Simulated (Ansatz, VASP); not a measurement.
## Moving the share of exact exchange in Si

```cif
data_structure
_symmetry_space_group_name_H-M 'Fd-3m:1'
_symmetry_Int_Tables_number 227
_cell_length_a 5.4437
_cell_length_b 5.4437
_cell_length_c 5.4437
_cell_angle_alpha 90.000
_cell_angle_beta 90.000
_cell_angle_gamma 90.000
_cell_volume 161.32
loop_
_atom_site_label
_atom_site_type_symbol
_atom_site_symmetry_multiplicity
_atom_site_Wyckoff_symbol
_atom_site_fract_x
_atom_site_fract_y
_atom_site_fract_z
_atom_site_occupancy
Si1 Si 8 a 0.50000 0.00000 0.50000 1
```

Kept alike: task single point; functional HSE(alpha, omega); k mesh 4 × 4 × 4; occupations fermi-dirac, width 0.05 eV; no spin polarisation. Program: Ansatz, PAW datasets made for the crystal, cutoff 200 eV. Screening held at 0.2 1/A. The mesh is that of the run's cell of 2 atoms. No spin-orbit coupling.

```csv
"share of exact exchange, α",band gap (eV),pressure (GPa)
0.05,0.831,1.59
0.1,0.957,1.27
0.15,1.084,0.95
0.2,1.215,0.64
0.25,1.348,0.34
0.3,1.483,0.04
0.4,1.760,-0.55
0.5,2.046,-1.13
```

The k mesh is coarse, so the values aren't converged. Pressure is positive in compression, with a Pulay correction for the finite cutoff. A gap read on the mesh alone can miss an edge between its points. The mesh is thin for exact exchange.

Q: What does the share of exact exchange change here?

A: The band gap rises from 0.831 to 2.046 eV between 0.05 and 0.5. Exact exchange pulls filled levels down against empty ones, so the gap grows nearly in line with its share. The mean slope is +2.70 eV per unit of share. Measured: 1.1 eV (arxiv:1111.5263); nearest 0.15, 0.016 eV off. The runs are for a static lattice. A twin series (VASP, PBE PAW files Si, 520 eV) moves it by +1.2348 between 0.05 and 0.5, against +1.2151 eV here. The pressure falls from 1.59 to -1.13 GPa between 0.05 and 0.5. Exact exchange shortens the bonds here, so the pressure at fixed cell falls. A twin series (VASP, PBE PAW files Si, 520 eV) moves it by -3.215 between 0.05 and 0.5, against -2.714 GPa here.

The near match to the measured gap at a share of 0.15 shouldn't be taken as the best mixing for silicon. The conduction minimum lies along Γ–X, short of X, and a mesh that steps over it reads the gap too wide. This probably explains why the 1.348 eV at 0.25 lies above the value usually found with this share and screening, and it suggests that the share matching experiment is really larger than 0.15.

The opening itself is well supported. Nonlocal exchange lowers the filled bonding states relative to the empty antibonding ones, a separation that semilocal exchange underestimates. The gap also grows slightly faster at larger shares, probably because the orbitals readjust as mixing increases.

The pressure changes sign between 0.3 and 0.4, so the fixed cell is compressed below that crossing and stretched above it. Relaxing the volume at each share would probably flatten the gap trend a little, since silicon's indirect gap narrows under compression.
